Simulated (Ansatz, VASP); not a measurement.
**Au: VASP beside Ansatz**

```
CELL_PARAMETERS angstrom
2.69426 0.00000 0.00000
0.00000 2.69426 0.00000
0.00000 0.00000 2.69426
ATOMIC_POSITIONS crystal
Au 0.00000 0.00000 0.00000
```

Alike in both runs: functional PBEsol; k mesh 12 × 12 × 12; occupations fermi-dirac, width 0.1 eV; no spin polarisation.

Ansatz relaxed the structure, and its values are those at the end. VASP's run is a single point on that final structure, the one shown.

|  | VASP | Ansatz |
| --- | --- | --- |
| version | VASP 6.6.1 | Ansatz 0.2.0 |
| potentials or method | VASP PAW PBE potentials, release 64 (Au) | plane waves (420 eV) with PAW, scalar-relativistic |
| plane-wave cutoff (eV) | 520 | 420 |
| valence electrons in the cell | 11 | 19 |

```tsv
	VASP	Ansatz	Ansatz less VASP
pressure (GPa)	-0.2	0.0	+0.20
```

The two sets of potentials don't hold the same shells in valence. Ansatz warned: «pseudo_functional_mismatch».

Caveats: the PAW data sets were made with another functional, which shifts forces and pressure a little (VASP). The runs have no spin-orbit coupling, so splittings on Au are missing.
